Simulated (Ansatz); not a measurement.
# Ta2NF2 MXene monolayer in a perpendicular field, part 2 of 2

What dipole does a perpendicular field induce in the Ta2NF2 MXene monolayer? A positive field points along +c.

Ansatz 0.2.0; plane-wave DFT, PBE-D3(BJ), Ansatz PAW.

So far. Step 2 (Relaxation): The lattice constant a goes from 3.155 to 3.281 Å.

## 3. Single point, field 0

A sawtooth potential applies the field, turning back in the middle of the vacuum. With the dipole correction the typed value is the field outside the slab. The induced dipole is small, so the SCF threshold is tight.

The cell differs from the one that the last finished run ended in (c 40.180 → 22.662 Å).

input.yaml

```yaml
crystal:
  lattice:
    - [3.2809467144, 0.0, 0.0]
    - [-1.6404733572, 2.8413832031, 0.0]
    - [0.0, 0.0, 22.6624666691]
  atoms:
    - { symbol: F, position: [0.3333333333, 0.6666666667, 0.3971324098] }
    - { symbol: Ta, position: [0.6666666667, 0.3333333333, 0.4561209389] }
    - { symbol: "N", position: [0.0, 0.0, 0.5] }
    - { symbol: Ta, position: [0.3333333333, 0.6666666667, 0.5438790611] }
    - { symbol: F, position: [0.6666666667, 0.3333333333, 0.6028675902] }
kpoints:
  mp_grid: { grid: [18, 18, 1] }
  band_path:
    path: [[0, 0, 0], [0.5, 0, 0], [0.33333333, 0.33333333, 0], [0, 0, 0]]
    npoints: 16
hamiltonian:
  xc: pbe
  dispersion: d3bj
scf:
  occupations: { method: fermi_dirac, width: 0.02585 }
  convergence: { dr2_threshold: 1.0e-10 }
efield:
  axis: 3
  dipole_correction: true
  ramp_position: 0.97
  ramp_width: 0.06
  amplitude: 0
output:
  dos: { projected: true, e_range: [-6, 5] }
  write_potential: true
  write_density: true
  volumetric_format: npy
  elf: true
```

Command:

```console
$ ansatz run input.yaml --threads 2 --pin off --max-ram 3072MiB --backend cpu --events-out ev --progress --plain --runs-dir out
```

Numbers of over 12 decimals in the logs are rounded to 6 here.

What it wrote:

```text
[...]
Crystal: 5 atoms, lattice volume = 211.269 Å³
Basis set: ecut = 420 eV, 4215 PW (Γ)
Bands: 28, of which v1, the nominal top of the filled ones, is band 23 counted from 1 (22 counted from 0)
Symmetry: 6 space group operations
k-points: 37 of 324 (time reversal used)
[...]
SCF iter   1: F=—  HF=-21868.269466 eV  |F-HF|=—  |Δ(HF+E_count)|=         —  Δρ=5.57e-3  dr2=6.97e-2  ethr=1.77e-3  p=0.000 e·Å  D=6.09e-14 V/Å  ΔV_dip=-0.00 eV  dr2_dipole=1.92e-9  V_vac-E_F(+/−)=4.17/4.17 eV  ⟨swp⟩=9.1  Hψ=5900  notcnv=0
efield: sawtooth ramp at fractional position 0.9700 (set: `efield.ramp_position`, or a place that a band, a saddle search or an elastic batch's reference lends), width 0.0600; the density the first Hamiltonian is built on has a dipole p = 0.000 e·Å; the dipole correction subtracts the counter field D = 6.09e-14 V/Å, which shifts the + side's vacuum level by -0.00 eV against the − side's; the planar-averaged density in the ramp window peaks in size at 1.2e-5 e/Å³
[...]
SCF iter   2: F=—  HF=-21868.261549 eV  |F-HF|=—  |Δ(HF+E_count)|=   7.92e-3  Δρ=2.21e-3  dr2=2.08e-2  ethr=1.55e-4  p=-0.000 e·Å  D=-3.94e-5 V/Å  ΔV_dip=0.00 eV  dr2_dipole=7.75e-12  V_vac-E_F(+/−)=3.41/3.41 eV  ⟨swp⟩=4.8  Hψ=2994  notcnv=0  defer=27
[...]
SCF iter  10: F=-21868.256492 eV  HF=-21868.256492 eV  |F-HF|=7.28e-12  |Δ(HF+E_count)|=  1.75e-10  Δρ=7.47e-8  dr2=2.32e-11  ethr=1.00e-12  p=0.000 e·Å  D=9.64e-8 V/Å  ΔV_dip=-0.00 eV  dr2_dipole=3.04e-12  V_vac-E_F(+/−)=3.59/3.59 eV  ⟨swp⟩=8.9  Hψ=3037  notcnv=0
SCF 1 converged in 10 iterations: F = -21868.256492 eV  dr2 = 2.32e-11
[...]
NSCF: frozen V_eff on 49 k-points
efield: sawtooth ramp at fractional position 0.9700 (kept from the solve that this one continues, or follows in the run), width 0.0600; the density the first Hamiltonian is built on has a dipole p = 0.000 e·Å; the dipole correction subtracts the counter field D = 9.64e-8 V/Å, which shifts the + side's vacuum level by -0.00 eV against the − side's; the planar-averaged density in the ramp window peaks in size at 2.2e-6 e/Å³
[...]
SCF converged after 10 iterations
Free energy (F): -21868.256492 eV
[...]
Internal energy: -21868.253690 eV  (E = F + TS)
E sigma→0 (E₀):  -21868.255091 eV
Entropy (-TS):   -0.002802 eV (-0.560 meV/atom)
Fermi energy:    1.980101 eV
Dipole field:    D = -0.000002 V/Å  (p = -0.000003 e·Å, saw-weighted, corrected)
Work function:   Φ+ = 3.5883 eV   Φ− = 3.5883 eV
Levels:          The Fermi level and band energies are counted from a zero that moves with the ramp; work functions are not
[...]
--- Band table (eV; the first three rows and the last of 37) ---
  k-point 0: bands = [... 19 lower, -4.4771, -0.4482, -0.4482, 1.3034, 1.8708, 3.0640, 3.5812, 3.5812, ... 1 higher]
  k-point 1: bands = [... 19 lower, -4.4618, -0.5317, -0.3858, 1.3904, 2.0296, 2.9694, 3.3072, 3.5704, ... 1 higher]
  k-point 2: bands = [... 19 lower, -4.4344, -0.7296, -0.2043, 1.5685, 2.4023, 2.8132, 2.9993, 3.5670, ... 1 higher]
  k-point 36: bands = [... 19 lower, -4.6064, 0.3303, 0.3303, 0.4187, 4.0314, 4.0314, 4.2954, 5.2241, ... 1 higher]
```

Elapsed: 22 s, on 2 threads of Arm Neoverse V1, shared host; peak memory 0.55 GiB.

Numbers from this step:

| Quantity | Value |
| --- | --- |
| energy at zero smearing | -21868.2551 eV |
| work function, upper face | 3.588 eV |
| dipole along the normal | -2.55e-6 e·Å |

Running mean over a fixed 2.7 Å (it still follows the layers) of the planar mean; the ramp of the sawtooth is left out. The electron's electrostatic potential energy less the Fermi level by z:

z (Å), electron's electrostatic potential energy less the Fermi level (eV) and a bar from the least value:
```
      3.0        3.6 ##############################
      3.5        3.6 ##############################
      4.0        3.6 ##############################
      4.5        3.6 ##############################
      5.0        3.6 ##############################
      5.5        3.6 ##############################
      6.0        3.6 ##############################
      6.5        3.6 ##############################
      7.0        3.4 ##############################
      7.5        2.5 ############################
      8.0        0.6 #########################
      8.5       -1.8 ######################
      9.0       -5.5 ################
      9.5       -9.2 ##########
     10.0      -12.0 ######
     10.5      -13.6 ###
     11.0      -15.3 #
     11.5      -15.7 
     12.0      -14.1 ###
     12.5      -12.6 #####
     13.0      -10.2 #########
     13.5       -6.8 ##############
     14.0       -2.9 ####################
     14.5       -0.1 ########################
     15.0        1.9 ###########################
     15.5        3.3 #############################
     16.0        3.5 ##############################
     16.5        3.6 ##############################
     17.0        3.6 ##############################
     17.5        3.6 ##############################
     18.0        3.6 ##############################
     18.5        3.6 ##############################
     19.0        3.6 ##############################
     19.5        3.6 ##############################
```

The density of states has structure finer than the step of the table below, so its rows give means over 0.25 eV, whole bins alone (the curve runs from -6 to 1.91 eV). Peaks (eV: height): -2.990: 4.32, 0.290: 4.04, 0.480: 5.53, 0.840: 4.97, 1.030: 4.16, 1.550: 8.59, 1.610: 6.29.

The density of states by energy, zero at the Fermi level; means over each step:

```tsv
energy (eV)	density of states (states/eV a cell)
-4.25	0
-4.00	0.0865
-3.75	1.13
-3.50	1.26
-3.25	1.52
-3.00	2.15
-2.75	1.10
-2.50	0.595
-2.25	0.641
-2.00	1.41
-1.75	1.50
-1.50	1.23
-1.25	0.952
-1.00	0.917
-0.75	0.833
-0.50	1.59
-0.25	2.38
0.00	1.81
0.25	2.53
0.50	1.65
0.75	2.03
1.00	2.42
1.25	3.06
1.50	4.50
1.75	4.92
```

Projected DOS per atom over height of the atomic layer and energy from the Fermi level. Layers: F Ta N Ta F from below.

Ten even steps from '0' (0.00 states/eV) to '9' (2.39 states/eV), each cell a mean:
```
09090
06060
04040
02020
04040
03030
03030
01010
01010
02020
03030
01010
01010
03030
02020
02020
00000
00000
00000
00000
00000
00000
```
Columns: height of the atomic layer (Å) from 9 to 13.7 (not evenly spaced); rows upwards: energy from the Fermi level (eV) from -5.96 to 1.87.

Electronic bands along the path, in eV, zero at the Fermi level:

```tsv
point	band 20	band 21	band 22	band 23	band 24	band 25	band 26	band 27
Γ	-6.46	-2.43	-2.43	-0.68	-0.11	1.08	1.60	1.60
halfway	-6.47	-3.31	-1.32	-0.50	0.72	1.32	1.80	1.89
M	-6.45	-3.91	0.28	0.35	1.01	1.73	2.25	2.86
halfway	-6.52	-3.21	-0.70	-0.41	1.98	2.03	2.04	2.86
K	-6.59	-1.65	-1.65	-1.56	2.05	2.05	2.32	3.24
halfway	-6.48	-2.98	-1.98	0.25	0.84	1.32	1.74	2.31
Γ	-6.46	-2.43	-2.43	-0.68	-0.11	1.08	1.60	1.60
```

Valence density in the ca plane at fractional y = 0.333, with atoms of Ta and F within 0.2 Å of it. It is the smooth field of the valence electrons, not physical close to the nuclei.

Values in units of 1e0 e/Å³, 5 rows by 16 columns, each cell a mean:
```
0.0 0.0 0.0 0.0 0.0 0.0 0.2 2.2 1.0 0.3 1.0 1.1 0.0 0.0 0.0 0.0
0.0 0.0 0.0 0.0 0.0 0.0 0.5 4.0 2.0 0.2 3.9 4.9 0.0 0.0 0.0 0.0
0.0 0.0 0.0 0.0 0.0 0.0 0.2 2.3 1.0 0.3 1.0 1.2 0.0 0.0 0.0 0.0
0.0 0.0 0.0 0.0 0.0 0.1 0.2 0.3 0.5 0.6 0.2 0.1 0.0 0.0 0.0 0.0
0.0 0.0 0.0 0.0 0.0 0.1 0.2 0.3 0.5 0.6 0.2 0.1 0.0 0.0 0.0 0.0
```
Columns run along c (16.0 Å, from fractional 0.13 to 0.83 of the cell), rows up along a (3.3 Å). Atoms in or near the plane, at fractional coordinates: Ta at (0.46, 0.67), F at (0.60, 0.67).

ELF in the ca plane at fractional y = 0.333, with atoms of Ta and F within 0.2 Å of it. It is the smooth field of the valence electrons, not physical close to the nuclei.

Ten even steps from '0' (0.00) to '9' (0.80), each cell a mean:
```
00000000000000001113663343112687520000000000
00000000000000000137877434227999841000000000
00000000000000000158428644228879952000000000
00000000000000000148658544228989951000000000
00000000000000000125885333214899631000000000
00000000000000012211332332211344210000000000
00000000000000135531124542332100000000000000
00000000000000135541125542342100000000000000
00000000000000123321123442221122100000000000
```
Columns run along c (16.0 Å, from fractional 0.13 to 0.83 of the cell), rows up along a (3.3 Å). Atoms in or near the plane, at fractional coordinates: Ta at (0.46, 0.67), F at (0.60, 0.67).

Electrostatic potential energy in the ca plane at fractional y = 0.333, with atoms of Ta and F within 0.2 Å of it. With pseudopotentials it is smooth inside the atoms' cores, unlike the true potential.

Ten even steps from '0' (-44 eV) to '9' (6 eV), each cell a mean:
```
99999999999999999875335788888889999999999999
99999999999999999862001588887325999999999999
99999999999999999850000478996001899999999999
99999999999999999851000478887103899999999999
99999999999999999874113688888657999999999999
99999999999999999987656887778899999999999999
99999999999999999998888876567899999999999999
99999999999999999998888876557899999999999999
99999999999999999988778887667899999999999999
```
Columns run along c (16.0 Å, from fractional 0.13 to 0.83 of the cell; values clipped at the 3rd and 97th percentile), rows up along a (3.3 Å). Atoms in or near the plane, at fractional coordinates: Ta at (0.46, 0.67), F at (0.60, 0.67).

The work function of the upper face is 3.59 eV.

## 4. Atoms held, field 0.1 V/Å

input.yaml, as its differences from that of step 3:

```diff
@@ -27,5 +27,4 @@
   ramp_width: 0.06
-  amplitude: 0
+  amplitude: 0.1
 output:
-  dos: { projected: true, e_range: [-6, 5] }
   write_potential: true
@@ -33,2 +32 @@
   volumetric_format: npy
-  elf: true
```

What it wrote:

```text
[...]
Crystal: 5 atoms, lattice volume = 211.269 Å³
Basis set: ecut = 420 eV, 4215 PW (Γ)
Bands: 28, of which v1, the nominal top of the filled ones, is band 23 counted from 1 (22 counted from 0)
Symmetry: 6 space group operations
k-points: 37 of 324 (time reversal used)
[...]
k-point 0: bands = [... 19 lower, -4.4774, -0.4490, -0.4490, 1.3020, 1.8701, 3.0624, 3.5804, 3.5804, ... 1 higher]
  k-point 1: bands = [... 19 lower, -4.4621, -0.5326, -0.3866, 1.3890, 2.0288, 2.9676, 3.3062, 3.5696, ... 1 higher]
  k-point 2: bands = [... 19 lower, -4.4347, -0.7304, -0.2051, 1.5673, 2.4012, 2.8104, 2.9996, 3.5662, ... 1 higher]
  k-point 36: bands = [... 19 lower, -4.6072, 0.3275, 0.3313, 0.4179, 4.0288, 4.0324, 4.2946, 5.2199, ... 1 higher]
[key lines of the parts left out:]
SCF converged after 12 iterations
Free energy (F): -21868.257858 eV
Fermi energy:    1.979273 eV
Dipole field:    D = 0.023416 V/Å  (p = 0.027340 e·Å, saw-weighted, corrected)
```

Elapsed: 24 s, on 2 threads; peak memory 0.54 GiB.

The dipole is 0.0273 e·Å.

## 5. Atoms held, field -0.1 V/Å

input.yaml, as its differences from that of step 4:

```diff
@@ -27,3 +27,3 @@
   ramp_width: 0.06
-  amplitude: 0.1
+  amplitude: -0.1
 output:
```

What it wrote:

```text
[...]
Crystal: 5 atoms, lattice volume = 211.269 Å³
Basis set: ecut = 420 eV, 4215 PW (Γ)
Bands: 28, of which v1, the nominal top of the filled ones, is band 23 counted from 1 (22 counted from 0)
Symmetry: 6 space group operations
k-points: 37 of 324 (time reversal used)
[...]
k-point 0: bands = [... 19 lower, -4.4774, -0.4490, -0.4490, 1.3020, 1.8701, 3.0624, 3.5804, 3.5804, ... 1 higher]
  k-point 1: bands = [... 19 lower, -4.4621, -0.5326, -0.3866, 1.3890, 2.0288, 2.9676, 3.3062, 3.5696, ... 1 higher]
  k-point 2: bands = [... 19 lower, -4.4347, -0.7304, -0.2051, 1.5673, 2.4012, 2.8104, 2.9996, 3.5662, ... 1 higher]
  k-point 36: bands = [... 19 lower, -4.6072, 0.3275, 0.3313, 0.4179, 4.0288, 4.0324, 4.2946, 5.2199, ... 1 higher]
[key lines of the parts left out:]
SCF converged after 12 iterations
Free energy (F): -21868.257858 eV
Fermi energy:    1.979274 eV
Dipole field:    D = -0.023416 V/Å  (p = -0.027340 e·Å, saw-weighted, corrected)
```

Elapsed: 24 s, on 2 threads; peak memory 0.54 GiB; 48 s of CPU time.

The dipole is -0.0273 e·Å.

## 6. Response, atoms held

This step: plane-wave DFT, PBE-D3(BJ), Ansatz PAW; response to a field along the normal, atoms held (Ansatz 0.2.0).

The dipoles give the slope, and the difference of two potentials shows where the field is screened.

This step gave:

- equivalent conductor thickness p/(ε₀AE): 5.307 Å
- distance between the outer atoms: 4.662 Å

The dipole of the cell by applied field:

```tsv
applied field (V/Å)	dipole of the cell (e·Å)
-0.1000	-0.0273
0.0000	-2.6e-6
0.1000	0.0273
```

Local field over the applied field, running mean. From the potentials at -0.1 and 0.1 V/Å; running mean over 2.5 Å. Table of local field over applied field by z:

```tsv
z (Å)	local field over applied field
4.11	1.000
4.53	0.999
4.96	0.999
5.24	0.998
5.67	0.995
6.09	0.989
6.52	0.974
6.80	0.955
7.22	0.902
7.65	0.812
8.07	0.694
8.36	0.602
8.78	0.462
9.21	0.327
9.63	0.206
9.91	0.143
10.34	0.0727
10.76	0.0362
11.19	0.0220
11.47	0.0220
11.90	0.0362
12.32	0.0727
12.75	0.143
13.03	0.206
13.46	0.327
13.88	0.462
14.31	0.602
14.59	0.694
15.01	0.812
15.44	0.902
15.86	0.955
16.15	0.974
16.57	0.989
17.00	0.995
17.42	0.998
17.71	0.999
18.13	0.999
18.55	1.000
```

The induced electron density oscillates, so the rows of the table below give means over windows of 0.5 Å about each position, cut where the curve ends. Its maxima inside the range that stand out by 2 % of the span (Å: e/Å³ per V/Å): 8.36: 0.00310, 9.06: 0.00258, 10.34: 0.00126, 11.05: 5.0e-4, 11.90: -3.0e-4, 12.75: -1.0e-4, 13.88: -0.00197. Its minima: 8.78: 0.00197, 9.91: 1.0e-4, 10.76: 3.0e-4, 11.61: -5.0e-4, 12.32: -0.00126, 13.60: -0.00258, 14.31: -0.00310.

Electrons, planar mean, per unit field. Induced electron density against z; means over each step:

z (Å), induced electron density (e/Å³ per V/Å) and a bar from the least value:
```
      4.5    0.00000 ##############
      5.0    0.00001 ##############
      5.5    0.00002 ##############
      6.0    0.00005 ##############
      6.5    0.00012 ###############
      7.0    0.00031 ################
      7.5    0.00085 ###################
      8.0    0.00206 ##########################
      8.5    0.00281 ##############################
      9.0    0.00229 ###########################
      9.5    0.00118 #####################
     10.0    0.00050 #################
     10.5    0.00078 ###################
     11.0    0.00038 ################
     11.5   -0.00026 #############
     12.0   -0.00054 ###########
     12.5   -0.00081 ##########
     13.0   -0.00061 ###########
     13.5   -0.00224 ##
     14.0   -0.00251 
     14.5   -0.00253 
     15.0   -0.00115 ########
     15.5   -0.00044 ############
     16.0   -0.00016 #############
     16.5   -0.00006 ##############
     17.0   -0.00002 ##############
     17.5   -0.00001 ##############
     18.0    0.00000 ##############
     18.5    0.00000 ##############
```

By hand: between -0.1 and 0.1 V/Å the dipole changes by 0.05468 e·Å, a slope of 0.2734 e·Å²/V. A perfect conductor of thickness t has p = ε₀AEt, so t = 180.95 × 0.2734 / 9.322 = 5.31 Å (e/ε₀ = 180.95 V·Å, A in Å²).

The induced dipole is that of a conductor 5.31 Å thick.

## 7. Outcome

| Property | Result |
| --- | --- |
| gap without field | none |
| work function, upper face | 3.59 eV |
| equivalent conductor thickness, atoms held | 5.31 Å |

**Reading.** The induced dipole equals that of a perfect conductor 5.31 Å thick, while the outer atoms lie 4.66 Å apart. There is no gap over 0.03 eV, with or without the field. The first relaxation ran with spin and lost its moment, and the later runs have none; other magnetic states were not tried. Spin-orbit coupling is left out, which matters for the bands of elements this heavy. The MXene's terminations sit over the metal atoms of its far layer; the site over carbon or nitrogen, which some compounds prefer, was not run.

[Logs are printed without paths, hosts, clocks, repeated set-up lines and the standing remarks that a program may print on its own settings, such as how far it seeks lower states.]

[Hosts, paths, dates, database ids (printed as entryN), source tags and the programs' standing remarks are cut or masked in the printed files.]

[Maps of the electrostatic potential energy from Ansatz leave out the sawtooth potential of an applied field or a dipole correction, so their vacuum need not be flat; planar profiles and work functions include it.]

[The density of states shown here was stored with 400 of the rows of the run's finer table, so its peaks can read low, often by over a quarter, or be missed, and its means over a window can be off by a tenth or more.]
